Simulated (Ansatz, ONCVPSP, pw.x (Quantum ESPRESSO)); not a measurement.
# Tc: does the ONCV potential hold in the solid?

```
Element                 : technetium
Generator               : ONCVPSP 4.0.1
Type                    : optimised norm-conserving Vanderbilt (ONCV)
Functional              : PBE
Relativity              : scalar-relativistic
Frozen core             : [Kr]
Valence charge          : 7
Reference configuration : 4d5 5s2
Partial waves           : 5s: rc 2.85 bohr, ncon 4, nbas 8, qcut 1.8 1/bohr, 2 projectors, debl 3.9 Ha; p scattering state at 0.18 Ha: rc 2.20 bohr, ncon 4, nbas 9, qcut 3.4 1/bohr, 2 projectors, debl 0.4 Ha; 4d: rc 1.60 bohr, ncon 3, nbas 7, qcut 6.3 1/bohr, 2 projectors, debl 3.7 Ha
Local potential         : polynomial inside 1.05 bohr (lpopt 5, dvloc0 0 Ha)
Core correction         : Teter function, fcfact 5.5, rcfact 1.4
```

Crystal test: bcc Tc in pw.x 7.5, no spin, 15³ k-points, Fermi–Dirac smearing 0.01 Ry, cutoffs 115/460 Ry. The reference is all-electron LAPW (Ansatz 0.2.0) with the same functional, mesh and smearing; V0 and B0 come from Birch–Murnaghan fits to the pressures at five volumes. Errors are pseudo minus all-electron; Δ is the rms difference of the E(V) curves that follow from these fits, minima aligned, over ±6 % about the mean V0. Mesh and smearing are coarse, so the numbers serve the comparison and aren't converged zero-temperature values; the lattice is a test structure that the element need not adopt.

```json
{"V (Å³/atom)": "13.899", "P all-electron (GPa)": "17.20", "P pseudo (GPa)": "-135849.41"}
{"V (Å³/atom)": "14.265", "P all-electron (GPa)": "8.23", "P pseudo (GPa)": "-132216.68"}
{"V (Å³/atom)": "14.631", "P all-electron (GPa)": "0.42", "P pseudo (GPa)": "-128913.95"}
{"V (Å³/atom)": "14.997", "P all-electron (GPa)": "-6.37", "P pseudo (GPa)": "-125931.34"}
{"V (Å³/atom)": "15.363", "P all-electron (GPa)": "-12.28", "P pseudo (GPa)": "-122844.65"}
```

All-electron: a0 = 3.083 Å (V0 = 14.65 Å³/atom), B0 = 289.0 GPa.

Pseudopotential: converged, but broken (pressure over 100 GPa off). The pressure does not cross zero within the volumes sampled, so no fit is given. The largest radius (2.85 bohr) exceeds half the bond length (2.52 bohr), so the spheres overlap, which is one possible source of error among others. The pseudo pressure rises with volume over the whole range, a mechanical instability. Note: ghosts flagged at negative energy: s at -101.5 eV, p at -1848.9 eV, p at -37.1 eV; GHOST(+) flagged for s at 112.5 eV, d at 206.3 eV. A true bound ghost makes a file unfit for plane-wave use. A pressure error of this size marks a broken potential; the numbers have no physical meaning.

At the middle volume, how do free energy and pressure move when the wave cutoff is lowered (ecutrho kept at four times it)?

```csv
cutoff (Ry),shift of F (meV/atom),shift of P (GPa)
52,+2206017.4,+127668.59
69,+2078991.2,+114363.06
92,+1474058.3,+128962.89
```

The run at the middle volume (120 k-points, 37 iterations) took about 59 s on one core of a shared host (AMD EPYC 9R45 96-Core Processor, 96 threads, 376 GiB, load 50).
